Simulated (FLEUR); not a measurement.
## Na2S under changes of volume

One of the cells (23.385 Å³/atom); the others are scaled copies at fixed shape and fractional positions:

```
S Na
1.0
     0.00000    3.27350    3.27350
     3.27350    0.00000    3.27350
     3.27350    3.27350    0.00000
S Na
1 2
Direct
  0.00000 0.00000 0.00000
  0.75000 0.75000 0.75000
  0.25000 0.25000 0.25000
```

```yaml
Program: FLEUR MaX-R8.1 (later development tree)
Functional: PBEsol
Potentials_or_basis: all-electron
Basis: FLAPW
Kmax: 4.1 1/bohr
k_mesh: 7 × 7 × 7
Occupations: fermi-dirac, width 0.05 eV
Spin: no spin polarisation
```

| volume (Å³/atom) | energy over the lowest point (meV/atom) | gap on the mesh (eV) |
| --- | --- | --- |
| 21.982 | 3.68 | 2.56 |
| 22.450 | ? | ? |
| 22.918 | 0.00 | 2.43 |
| 23.385 | 0.89 | 2.36 |
| 23.853 | 3.35 | 2.30 |
| 24.321 | 7.23 | 2.24 |
| 24.789 | 12.36 | 2.18 |

**Question.** What does the run at 22.450 Å³/atom give?

**Answer.** Energy over the lowest point 0.86 meV/atom; gap on the mesh 2.49 eV.

Worked out: A Birch-Murnaghan fit of order 3 (a polynomial in V^(-2/3)) to the other rows has its minimum at 22.90 Å³/atom with B0 = V·E''(V) = 29 GPa and B' = 4.4. It gives 0.86 meV/atom at 22.450 Å³/atom, against the run's 0.86. A straight line through the other rows of the gap, of slope -3.17 eV per unit of ln V (its deformation potential), gives 2.49 eV, against the run's 2.49.

Energies are extrapolated to zero smearing.
